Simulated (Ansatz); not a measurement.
# InP (Fm-3m) in Ansatz: notebook

Runs on InP. Level: LDA. Tasks: single point, equation of state.

All numbers are computed with Ansatz 0.2.0; they aren't measurements. Logs are shortened: lines on timing, memory, paths and dates and some standing lists are left out, and cuts for length are marked.

## (1) The crystal as given

It takes space group Fm-3m (No. 225, cubic). Conventional cell: a = 5.538 Å, b = 5.538 Å, c = 5.538 Å, α = 90.00°, β = 90.00°, γ = 90.00°. In (site symmetry m-3m) is surrounded by 6 P at 2.77 Å. P (site symmetry m-3m) is surrounded by 6 In at 2.77 Å.

Measurements of this composition are mostly on another form, of space group No. 216.

## (2) Single point, LDA, 19.95 Å³/atom (volume scaled by 0.94)

The input, input.yaml:

```yaml
crystal:
  lattice:
    - [0.0, 2.7123113237, 2.7123113237]
    - [2.7123113237, 0.0, 2.7123113237]
    - [2.7123113237, 2.7123113237, 0.0]
  atoms:
    - { symbol: In, position: [0.0, 0.0, 0.0] }
    - { symbol: P, position: [0.5, 0.5, 0.5] }
kpoints:
  mp_grid: { grid: [8, 8, 8] }
scf:
  occupations: { method: fermi_dirac, width: 0.05 }
hamiltonian:
  xc: lda
  pseudopotentials: { kind: all_electron, lapw: { basis_error: 0.001 } }
output:
  forces: true
  stress: true
  eigenvalues: true
```

Potentials or basis: all-electron LAPW, scalar-relativistic.

Command:

```sh
ansatz run input.yaml --threads 1 --pin off --max-ram 3072MiB --backend cpu --events-out ev --progress --plain --runs-dir out
```

The log of the run:

```text
Warning: RAYON_NUM_THREADS=1 ignored (pool sized by the plan → 1); use --threads N
LAPW: plane waves up to 7.357 Å⁻¹, error target 1.0e-3 eV per atom; small_component_spin mean_spin; P in spheres of 1.175 Å, 13 of its electrons in bands, Dirac shells []; In in spheres of 1.537 Å, 21 of its electrons in bands, Dirac shells [] (how accurate: hamiltonian.pseudopotentials.lapw.basis_error, Limitations)
Engine: ansatz 0.2.0, x86_64-unknown-linux-gnu
Pseudopotentials: kind: all_electron
Pseudopotential: In, LAPW, valence charge 21, lapw/all_electron/scalar/gaussian/In, Koelling and Harmon's equation, gaussian nucleus
Pseudopotential: P, LAPW, valence charge 13, lapw/all_electron/scalar/gaussian/P, Koelling and Harmon's equation, gaussian nucleus
Functional definition: SPW92
  exchange = slater_x
  correlation = pw_c
Crystal: 2 atoms, lattice volume = 39.907 Å³
Basis set: ecut = 206.23446076101143 eV, 283 PW (Γ), exchange–correlation at level 2
Bands: 21, of which v1, the nominal top of the filled ones, is band 17 counted from 1 (16 counted from 0)
Symmetry: 48 space group operations
Space group: Fm-3m (ITA 225), of the structure as read, at distance tolerance 3.4e-5 Å
k-points: 29 of 512
Non-local potential: In, projectors of the file, none
Non-local potential: P, projectors of the file, none
Initial density: superposition of atomic densities (chi_scale 0.1, normalization cell, long waves kept (reshape's long-wave potential 0.00 eV rms))
Initial wavefunctions: plane waves of lowest kinetic energy (no species holds an atomic orbital)
Functional: x = slater, c = lda
iter 1 solved again at ethr=2.09e-3 eV; its pass at ethr=1.00e-1 eV (dr2=7.11e-1 eV) is discarded
SCF iter   1: F=—  HF=-169185.194531 eV  |F-HF|=—  |Δ(HF+E_count)|=         —  Δρ=3.12e-2  dr2=7.12e-1  ethr=2.09e-3  ⟨swp⟩=2.0  Hψ=4061  notcnv=0
preconditioner: auto → Kerker (q_TF=auto, 2.656 Å⁻¹)  [metal: Δε(μ)=0.063 eV  Ē_g=14.320 eV  σ=0.050 eV  W_gap=0.29  n_scr=14 (ndim 8)  ℏωp=24.9 eV  f_vac=0.000  D(μ)=0.72/eV (n_scr^D=0)]
SCF iter   2: F=—  HF=-169184.909672 eV  |F-HF|=—  |Δ(HF+E_count)|=   2.85e-1  Δρ=1.56e-2  dr2=1.72e-1  ethr=2.09e-3  ⟨swp⟩=2.0  Hψ=1805  notcnv=0
SCF iter   3: F=—  HF=-169184.871211 eV  |F-HF|=—  |Δ(HF+E_count)|=   3.85e-2  Δρ=8.47e-3  dr2=5.17e-2  ethr=5.07e-4  ⟨swp⟩=2.0  Hψ=1800  notcnv=0
iter 4 solved again at ethr=1.26e-5 eV; its pass at ethr=1.52e-4 eV (dr2=4.27e-3 eV) is discarded
SCF iter   4: F=—  HF=-169184.862562 eV  |F-HF|=—  |Δ(HF+E_count)|=         —  Δρ=2.71e-3  dr2=4.26e-3  ethr=1.26e-5  ⟨swp⟩=2.0  Hψ=3051  notcnv=0
the basis was enlarged: its passes take 1.5 MiB over the memory plan, 1 of 1 planned eigensolver slots
SCF iter   5: F=—  HF=-169184.861352 eV  |F-HF|=—  |Δ(HF+E_count)|=   1.21e-3  Δρ=6.03e-4  dr2=2.18e-4  ethr=1.25e-5  ⟨swp⟩=2.0  Hψ=1693  notcnv=0
SCF iter   6: F=—  HF=-169184.861338 eV  |F-HF|=—  |Δ(HF+E_count)|=   1.39e-5  Δρ=2.33e-4  dr2=1.89e-5  ethr=6.42e-7  ⟨swp⟩=2.0  Hψ=1693  notcnv=0
SCF iter   7: F=—  HF=-169184.861342 eV  |F-HF|=—  |Δ(HF+E_count)|=   3.63e-6  Δρ=5.19e-5  dr2=1.06e-6  ethr=5.55e-8  ⟨swp⟩=2.0  Hψ=1693  notcnv=0
SCF iter   8: F=—  HF=-169184.861342 eV  |F-HF|=—  |Δ(HF+E_count)|=   9.14e-9  Δρ=1.37e-5  dr2=1.36e-7  ethr=3.13e-9  ⟨swp⟩=2.0  Hψ=1693  notcnv=0
SCF iter   9: F=-169184.861342 eV  HF=-169184.861342 eV  |F-HF|=7.13e-9  |Δ(HF+E_count)|=   1.76e-8  Δρ=5.75e-6  dr2=2.19e-8  ethr=4.01e-10  ⟨swp⟩=2.0  Hψ=1693  notcnv=0
SCF 1 converged in 9 iterations: F = -169184.861342 eV  dr2 = 2.19e-8
SCF converged after 9 iterations
Free energy (F): -169184.861342 eV
Harris-Foulkes:  -169184.861342 eV  (|F-HF|=7.13e-9)
Internal energy: -169184.848216 eV  (E = F + TS)
E sigma→0 (E₀):  -169184.854779 eV
Entropy (-TS):   -0.013126 eV (-6.563 meV/atom)
Fermi energy:    12.575530 eV
--- Per-component energies (eV) ---
  E_band       = -1469.401150
  E_kinetic    = 177098.120493
  E_xc         = -4812.322737
  E_electrostatic = -341470.645972  (all electrons and nuclei)
  E_smearing   = -0.013126  (= −TS)
  E_closure    = 0.000000  (closes the sum)
  E_atoms      = -169175.566580  (free atoms, spherical and without spin; not in F)
  Σ components = -169184.861342   (vs F -169184.861342, Δ=0.00e0)
  Basis errors (estimates in eV, not in F): energy 3.4e-4 per atom: plane waves 3.2e-4 (1.8e-4 summed), levels above the bands 7.7e-63, relativity 2.1e-9, radial functions 1.4e-5, core shells 7.3e-9; eigenvalues (radial functions only) 1.7e-6; not estimated: angular momenta, meshes, grids; target (lapw.basis_error) 1.0e-3; muffin-tin radii P 1.175 Å, In 1.537 Å
--- Forces (eV/Å), atoms counted from 1 ---
  atom   1  In    -0.00000000     0.00000000     0.00000000
  atom   2  P      0.00000000    -0.00000000    -0.00000000
  max |Σ_I F_I| component: 4.60e-31 eV/Å
--- Stress (GPa, compression-positive) ---
       -0.464495       0.000000       0.000000
        0.000000      -0.464495       0.000000
        0.000000       0.000000      -0.464495
  P = ⅓ Tr σ = -0.4645 GPa (-4.645 kbar)
--- Band table (eV; the first three rows and the last of 29) ---
  k-point 0: bands = ["-154.4056", "-105.7548", "-105.7548", "-105.7548", "-102.2992", "-60.8987", "-60.8987", "-60.8987", "-1.7576", "-1.7576", "-1.7292", "-1.7292", "-1.7292", "-0.0065", "12.1681", "12.1681", "12.1681", "13.3315", "19.6085", "19.6085", "19.6085"]
  k-point 1: bands = ["-154.4056", "-105.7548", "-105.7548", "-105.7548", "-102.2992", "-60.8988", "-60.8987", "-60.8987", "-1.7671", "-1.7671", "-1.7304", "-1.7162", "-1.7162", "0.2033", "10.4757", "12.2086", "12.2086", "14.6719", "18.6253", "19.1542", "19.1542"]
  k-point 2: bands = ["-154.4056", "-105.7548", "-105.7548", "-105.7548", "-102.2992", "-60.8991", "-60.8988", "-60.8988", "-1.7951", "-1.7951", "-1.7365", "-1.6796", "-1.6796", "0.8151", "8.3044", "12.3442", "12.3442", "15.3820", "17.5217", "17.5217", "18.0834"]
  k-point 28: bands = ["-154.4056", "-105.7548", "-105.7548", "-105.7548", "-102.2991", "-60.8993", "-60.8993", "-60.8991", "-2.0480", "-1.7641", "-1.7008", "-1.7008", "-1.5868", "3.6793", "7.4591", "8.2826", "8.2826", "15.0432", "17.1171", "19.2345", "19.2345"]
```

Run time: 7 s. Hardware: 1 thread of AMD EPYC 7R43 (Zen 3), shared host; peak memory 0.3 GiB.

Results:

| Item | Value |
| --- | --- |
| Free energy | -169184.8613 eV |
| Pressure | -0.5 GPa |
| Band gap on the k mesh | none (metal or under the smearing width) |

## (3) Single point, LDA, 20.38 Å³/atom (volume scaled by 0.96)

Changes to input.yaml since step 2:

```diff
@@ -2,5 +2,5 @@
   lattice:
-    - [0.0, 2.7123113237, 2.7123113237]
-    - [2.7123113237, 0.0, 2.7123113237]
-    - [2.7123113237, 2.7123113237, 0.0]
+    - [0.0, 2.731412737, 2.731412737]
+    - [2.731412737, 0.0, 2.731412737]
+    - [2.731412737, 2.731412737, 0.0]
   atoms:
```

Potentials or basis: all-electron LAPW, scalar-relativistic.

Command:

```sh
ansatz run input.yaml --threads 1 --pin off --max-ram 3072MiB --backend cpu --events-out ev --progress --plain --runs-dir out
```

Run time: 9.5 s. Hardware: 1 thread of AMD EPYC 7R43 (Zen 3), shared host; peak memory 0.31 GiB.

The run converged. Its results:

| Item | Value |
| --- | --- |
| Free energy | -169184.8542 eV |
| Pressure | -2.2 GPa |
| Band gap on the k mesh | none (metal or under the smearing width) |

## (4) Single point, LDA, 20.80 Å³/atom (volume scaled by 0.98)

Changes to input.yaml since step 3:

```diff
@@ -2,5 +2,5 @@
   lattice:
-    - [0.0, 2.731412737, 2.731412737]
-    - [2.731412737, 0.0, 2.731412737]
-    - [2.731412737, 2.731412737, 0.0]
+    - [0.0, 2.7502506615, 2.7502506615]
+    - [2.7502506615, 0.0, 2.7502506615]
+    - [2.7502506615, 2.7502506615, 0.0]
   atoms:
```

Command:

```sh
ansatz run input.yaml --threads 1 --pin off --max-ram 3072MiB --backend cpu --events-out ev --progress --plain --runs-dir out
```

Wall time 8.3 s (1 thread of AMD EPYC 7R43 (Zen 3), shared host); peak memory 0.3 GiB.

It converged, with:

- Free energy: -169184.8383 eV
- Pressure: -3.7 GPa
- Band gap on the k mesh: none (metal or under the smearing width)

## (5) Single point, LDA, 21.23 Å³/atom

Changes to input.yaml since step 4:

```diff
@@ -2,5 +2,5 @@
   lattice:
-    - [0.0, 2.7502506615, 2.7502506615]
-    - [2.7502506615, 0.0, 2.7502506615]
-    - [2.7502506615, 2.7502506615, 0.0]
+    - [0.0, 2.768834, 2.768834]
+    - [2.768834, 0.0, 2.768834]
+    - [2.768834, 2.768834, 0.0]
   atoms:
```

Command:

```sh
ansatz run input.yaml --threads 1 --pin off --max-ram 3072MiB --backend cpu --events-out ev --progress --plain --runs-dir out
```

Wall time 8.8 s (1 thread of AMD EPYC 7R43 (Zen 3), shared host); peak memory 0.3 GiB.

Results (log left out):

| Item | Value |
| --- | --- |
| Free energy | -169184.8148 eV |
| Pressure | -5.1 GPa |
| Band gap on the k mesh | none (metal or under the smearing width) |

## (6) Single point, LDA, 21.65 Å³/atom (volume scaled by 1.02)

Changes to input.yaml since step 5:

```diff
@@ -2,5 +2,5 @@
   lattice:
-    - [0.0, 2.768834, 2.768834]
-    - [2.768834, 0.0, 2.768834]
-    - [2.768834, 2.768834, 0.0]
+    - [0.0, 2.7871711834, 2.7871711834]
+    - [2.7871711834, 0.0, 2.7871711834]
+    - [2.7871711834, 2.7871711834, 0.0]
   atoms:
```

Potentials or basis: all-electron LAPW, scalar-relativistic.

Command:

```sh
ansatz run input.yaml --threads 1 --pin off --max-ram 3072MiB --backend cpu --events-out ev --progress --plain --runs-dir out
```

Run time: 9.8 s. Hardware: 1 thread of AMD EPYC 7R43 (Zen 3), shared host; peak memory 0.29 GiB.

The run converged. Its results:

* Free energy: -169184.7846 eV
* Pressure: -6.3 GPa
* Band gap on the k mesh: none (metal or under the smearing width)

## (7) Single point, LDA, 22.08 Å³/atom (volume scaled by 1.04)

Changes to input.yaml since step 6:

```diff
@@ -2,5 +2,5 @@
   lattice:
-    - [0.0, 2.7871711834, 2.7871711834]
-    - [2.7871711834, 0.0, 2.7871711834]
-    - [2.7871711834, 2.7871711834, 0.0]
+    - [0.0, 2.8052702047, 2.8052702047]
+    - [2.8052702047, 0.0, 2.8052702047]
+    - [2.8052702047, 2.8052702047, 0.0]
   atoms:
```

Command:

```sh
ansatz run input.yaml --threads 1 --pin off --max-ram 3072MiB --backend cpu --events-out ev --progress --plain --runs-dir out
```

Run time: 8.2 s. Hardware: 1 thread of AMD EPYC 7R43 (Zen 3), shared host; peak memory 0.29 GiB.

The run converged. Its results:

```yaml
Free_energy: -169184.7486 eV
Pressure: -7.3 GPa
Band_gap_on_the_k_mesh: none (metal or under the smearing width)
```

## (8) Single point, LDA, 22.50 Å³/atom (volume scaled by 1.06)

Changes to input.yaml since step 7:

```diff
@@ -2,5 +2,5 @@
   lattice:
-    - [0.0, 2.8052702047, 2.8052702047]
-    - [2.8052702047, 0.0, 2.8052702047]
-    - [2.8052702047, 2.8052702047, 0.0]
+    - [0.0, 2.8231386496, 2.8231386496]
+    - [2.8231386496, 0.0, 2.8231386496]
+    - [2.8231386496, 2.8231386496, 0.0]
   atoms:
```

Command:

```sh
ansatz run input.yaml --threads 1 --pin off --max-ram 3072MiB --backend cpu --events-out ev --progress --plain --runs-dir out
```

Wall time 10 s (1 thread of AMD EPYC 7R43 (Zen 3), shared host); peak memory 0.3 GiB.

It converged, with:

```yaml
Free_energy: -169184.7076 eV
Pressure: -8.2 GPa
Band_gap_on_the_k_mesh: none (metal or under the smearing width)
```

## (9) Equation of state, LDA

Potentials or basis: all-electron LAPW, scalar-relativistic.

This step only gathers the single runs of the series.

What came out:

- Equilibrium volume: 19.86 Å³/atom (rough: see the caveat)
- Bulk modulus: 91 GPa (rough)

Energy against volume, from the lowest point:
```csv
volume (Å³/atom),energy (meV/atom)
19.953,0.00
20.378,3.59
20.803,11.52
21.227,23.27
21.652,38.38
22.076,56.38
22.501,76.85
```

Caveat: the minimum lies outside the volumes run.
